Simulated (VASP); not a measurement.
Write the native input for VASP 6.6.1 that does the following.

- Task: single point
- Functional: PBE
- Potentials or basis: VASP PAW PBE potentials, release 64 (Al, H)
- Cutoff: 520 eV
- k mesh: 8 × 8 × 10
- Occupations: fermi-dirac, width 0.05 eV
- Spin: no spin polarisation
- Further INCAR settings: ALGO = Normal; EDIFF = 1e-07; NBANDS = 13

The structure of AlH5 lies in POSCAR:

```
AlH5
1.0
    3.7645500000      0.0000000000      0.0000000000
   -1.8822800000      3.2602000000      0.0000000000
    0.0000000000      0.0000000000      2.6145800000
Al H
1 5
Direct
    0.0000000000      0.0000000000      0.5000000000
    0.3333300000      0.6666700000      0.5000000000
    0.0000000000      0.6603200000      0.0000000000
    0.6603200000      0.0000000000      0.0000000000
    0.3396800000      0.3396800000      0.0000000000
    0.6666700000      0.3333300000      0.5000000000
```

The cell was built by a generator and needn't be a form met in nature.

One way to write it, as run:

INCAR

```
SYSTEM = AlH5
PREC = Accurate
ENCUT = 520
EDIFF = 1E-7
ISMEAR = -1
SIGMA = 0.05
LREAL = .False.
LASPH = .True.
NELM = 100
ALGO = Normal
ISIF = 2
LWAVE = .False.
LCHARG = .True.
GGA = PE
LELF = .True.
LVHAR = .True.
NBANDS = 13
```

KPOINTS

```
regular mesh
0
Gamma
  8 8 10
  0 0 0
```

Potentials or basis: VASP PAW PBE potentials, release 64 (Al, H).

Launch:

```bash
$ cat potpaw_PBE.64/Al/POTCAR potpaw_PBE.64/H/POTCAR > POTCAR
$ mpirun -np 1 vasp_std > vasp.out
```

It gave:

```
Pressure               : 0.2 GPa
Largest force          : 0.009 eV/Å
Band gap on the k mesh : none (metal or under the smearing width)
```

It took 38 s on 1 thread of AMD EPYC 7R13 Processor (Zen 3), with other jobs on the host, peak memory 0.14 GiB.
